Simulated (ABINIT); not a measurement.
Crystal: BP.

```
P B
1.0
     0.00000    2.26900    2.26900
     2.26900    0.00000    2.26900
     2.26900    2.26900    0.00000
P B
1 1
Cartesian
  3.4035 3.4035 3.4035
  0.0000 0.0000 0.0000
```

Base run:

```yaml
Program: ABINIT 10.8.3 (patched build)
Functional: PBEsol
Potentials_or_basis: JTH PAW PBE v2.0
Cutoff: 653 eV
k_mesh: 10 × 10 × 10
Occupations: fermi-dirac, width 0.05 eV
Spin: no spin polarisation
```

Its results: band gap on the k mesh 1.13 eV, indirect (least direct gap 3.36 eV); pressure -1.7 GPa.

Task: The run is repeated on the same cell with these changes: functional from PBEsol to PBE. What comes out?

Result: Band gap on the k mesh 1.24 eV, indirect (least direct gap 3.40 eV); pressure 1.1 GPa.

PBE binds less tightly than PBEsol, so the same cell stands under more pressure.

Caveats: the PAW data sets were made with another functional, which shifts forces and pressure a little (some runs).

A k mesh can miss the band edges.
